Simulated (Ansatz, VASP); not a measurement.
## Two plane-wave programs on InP

File POSCAR:

```
InP
1.0
    0.0000000000      2.8934893422      2.8934893422
    2.8934893422      0.0000000000      2.8934893422
    2.8934893422      2.8934893422      0.0000000000
In P
1 1
Direct
    0.0000000000      0.0000000000      0.0000000000
    0.2500000000      0.2500000000      0.2500000000
```

INCAR.step1

```
SYSTEM = InP
ALGO     = Normal         ! electronic algorithm
EDIFF    = 1E-4           ! SCF threshold, eV
ENCUT    = 520            ! plane-wave cutoff, eV
GGA      = PE             ! functional
ISMEAR   = 0              ! smearing method
LASPH    = .TRUE.         ! aspherical terms in the spheres
LCHARG   = .FALSE.        ! write CHGCAR
LREAL    = .FALSE.        ! projectors in reciprocal space
LWAVE    = .TRUE.         ! write WAVECAR
NBANDS   = 16             ! bands
NELM     = 60             ! most SCF steps
PREC     = Accurate       ! precision mode
SIGMA    = 0.01           ! smearing width, eV
```

Contents of INCAR.step2:

```
SYSTEM = InP
ALGO     = Normal         ! electronic algorithm
EDIFF    = 1E-6           ! SCF threshold, eV
ENCUT    = 520            ! plane-wave cutoff, eV
ISIF     = 2              ! what is computed and relaxed
ISMEAR   = 0              ! smearing method
ISTART   = 1            
LASPH    = .TRUE.         ! aspherical terms in the spheres
LCHARG   = .FALSE.        ! write CHGCAR
LMIXTAU  = .TRUE.       
LREAL    = .FALSE.        ! projectors in reciprocal space
LWAVE    = .FALSE.        ! write WAVECAR
METAGGA  = R2SCAN         ! meta-GGA
NBANDS   = 16             ! bands
NELM     = 60             ! most SCF steps
PREC     = Accurate       ! precision mode
SIGMA    = 0.01           ! smearing width, eV
```

KPOINTS

```
k-points
0
G
  6 6 6
  0 0 0
```

Input for Ansatz:

```yaml
crystal:
  lattice:
    - [0.0, 2.8934893422, 2.8934893422]
    - [2.8934893422, 0.0, 2.8934893422]
    - [2.8934893422, 2.8934893422, 0.0]
  atoms:
    - { symbol: In, position: [0.0, 0.0, 0.0] }
    - { symbol: P, position: [0.25, 0.25, 0.25] }
kpoints:
  mp_grid: { grid: [6, 6, 6] }
hamiltonian:
  xc: r2scan
scf:
  occupations: { method: fixed }
  n_extra_bands: 4
output:
  forces: true
  stress: true
  eigenvalues: true
```

Alike in both runs: task single point; functional r2SCAN; k mesh 6 × 6 × 6; no spin polarisation.

|  | VASP | Ansatz |
| --- | --- | --- |
| version | VASP 6.6.1 | Ansatz 0.2.0 |
| potentials or method | VASP PAW PBE potentials, release 64 (In_d, P) | plane waves, PAW |
| plane-wave cutoff (eV) | 520 | 500 |
| occupations | gaussian, width 0.01 eV | fixed |
| valence electrons in the cell | 18 | 18 |

```tsv
	VASP	Ansatz	Ansatz less VASP
gap on the k mesh at the Fermi level (eV)	1.39	1.38	-0.006
pressure (GPa)	4.7	4.8	+0.12
```

Caveats: the PAW data sets were made with another functional, which shifts forces and pressure a little (VASP); spin-orbit coupling is left out, which moves the levels of the heavy elements. r2SCAN opens gaps a little over a GGA but as a rule still falls short of measured ones.
